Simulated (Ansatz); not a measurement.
Crystal: SiNi2.

```
Ni Si
1.0
     3.83600    0.00000    0.00000
    -1.91800    3.32207    0.00000
     0.00000    0.00000    4.94800
Ni Si
4 2
Direct
  0.66667 0.33333 0.75000
  0.33333 0.66667 0.25000
  0.00000 0.00000 0.50000
  0.00000 0.00000 0.00000
  0.66667 0.33333 0.25000
  0.33333 0.66667 0.75000
```

| Property | Result |
| --- | --- |
| Program | Ansatz 0.2.0 |
| Task | relaxation of cell and atoms |
| Functional | PBEsol |
| Dispersion | D4 |
| Potentials or basis | Ansatz PAW |
| Cutoff | 420 eV (not typed: the program's choice for these potentials) |
| k mesh | 8 × 8 × 6 |
| Occupations | fermi-dirac, width 0.05 eV |
| Spin | collinear spin, ferromagnetic start |
| Starting moments | [1.0, 1.0, 1.0, 1.0, 0.0, 0.0] μB |

At the start: volume 10.51 Å³/atom.

How do energy, volume and symmetry change on relaxing?

It ends after 6 steps and the volume is 10.44 Å³/atom (-0.7 %); space group P6_3/mmc (No. 194, to 0.05 Å); moment 0.00 μB per cell.

The path:
| step | energy change (eV) | largest force (eV/Å) | volume (Å³) |
| --- | --- | --- | --- |
| 1 | 0.0000 | 0.0000 | 63.05 |
| 2 | -0.0079 | 0.0000 | 62.83 |
| 3 | -0.0123 | 0.0000 | 62.67 |
| 4 | -0.0124 | 0.0000 | 62.59 |
| 5 | -0.0124 | 0.0000 | 62.63 |
| 6 | -0.0123 | 0.0000 | 62.63 |

Final structure:
```cif
data_structure
_symmetry_space_group_name_H-M 'P 1'
_symmetry_Int_Tables_number 1
_cell_length_a 3.8495
_cell_length_b 3.8495
_cell_length_c 4.8801
_cell_angle_alpha 90.000
_cell_angle_beta 90.000
_cell_angle_gamma 120.000
_cell_volume 62.63
loop_
_atom_site_label
_atom_site_type_symbol
_atom_site_fract_x
_atom_site_fract_y
_atom_site_fract_z
_atom_site_occupancy
Ni1 Ni 0.66667 0.33333 0.75000 1
Ni2 Ni 0.33333 0.66667 0.25000 1
Ni3 Ni 0.00000 0.00000 0.50000 1
Ni4 Ni 0.00000 0.00000 0.00000 1
Si1 Si 0.66667 0.33333 0.25000 1
Si2 Si 0.33333 0.66667 0.75000 1
```

Caveat: the plane-wave basis is chosen anew once the cell has moved, so the energies of steps on either side of that aren't comparable; pairwise dispersion overbinds metals, which lowers pressure and volume; the PAW data sets come from PBE, with cores solved anew for the run's functional, which leaves a small shift of forces and pressure; the starting moments weren't kept.
